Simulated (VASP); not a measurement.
**Ta: relaxation of cell and atoms with LDA**

Ta:

```
CELL_PARAMETERS angstrom
-1.65128 1.65128 1.65128
1.65128 -1.65128 1.65128
1.65128 1.65128 -1.65128
ATOMIC_POSITIONS crystal
Ta 0.00000 0.00000 0.00000
```

- Program: VASP 6.6.1
- Task: relaxation of cell and atoms
- Functional: LDA
- Potentials or basis: VASP PAW LDA potentials, release 64 (Ta_pv)
- Cutoff: 600 eV
- k mesh: 16 × 16 × 16
- Occupations: methfessel-paxton, width 0.1 eV
- Spin: no spin polarisation
- Target pressure: 10.6 GPa
- Further INCAR settings: ALGO = Normal; EDIFF = 1e-06; IBRION = 2; EDIFFG = -0.01; NSW = 90; ISIF = 3
- Target pressure: 10.6 GPa

| Quantity | Value |
| --- | --- |
| Relaxed volume | 16.50 Å³/atom |
| Relaxed cell | a = 2.778 Å, b = 2.778 Å, c = 2.778 Å, α = 109.47°, β = 109.47°, γ = 109.47° |
| Space group after relaxing (to 0.05 Å) | Im-3m (No. 229) |
| Energy change on relaxing (the enthalpy is what falls) | +4.5 meV/atom |
| Ionic steps | 5 |
| Pressure after relaxing | 10.6 GPa |
| Band gap on the k mesh | none (metal or under the smearing width) |

Step by step:
```csv
step,energy change (eV),largest force (eV/Å),pressure (GPa),volume (Å³)
1,0.0000,0.0000,-8.24,18.01
2,1.0775,0.0000,104.77,13.03
3,-0.0037,0.0000,8.50,16.64
4,0.0025,0.0000,10.12,16.53
5,0.0045,0.0000,10.57,16.50
```

Final structure:
```xyz
1
Lattice="-1.6037 1.6037 1.6037 1.6037 -1.6037 1.6037 1.6037 1.6037 -1.6037" Properties=species:S:1:pos:R:3 pbc="T T T"
Ta    0.0000    0.0000    0.0000
```

Levels at points of the mesh, in eV from the Fermi level:
```
           k point  band 2  band 3  band 4  band 5  band 6  band 7  band 8  band 9
(0.00, 0.00, 0.00)  -32.54  -32.54   -8.16    0.66    0.66    0.66    4.24    4.24
(0.50, 0.00, 0.00)  -33.05  -32.56   -4.78   -1.86    2.20    4.19    5.31    8.65
(0.50, 0.50, 0.50)  -33.63  -33.63   -4.37   -4.37    7.54    7.54    7.54    9.60
```

Run time: 20 s on 1 thread of Intel(R) Xeon(R) 6975P-C (Granite Rapids), with other jobs on the host, peak memory 0.17 GiB.

Caveat: the cell is relaxed towards a set pressure, so the enthalpy falls and the energy may rise. Zero-point motion and thermal expansion aren't in these numbers.
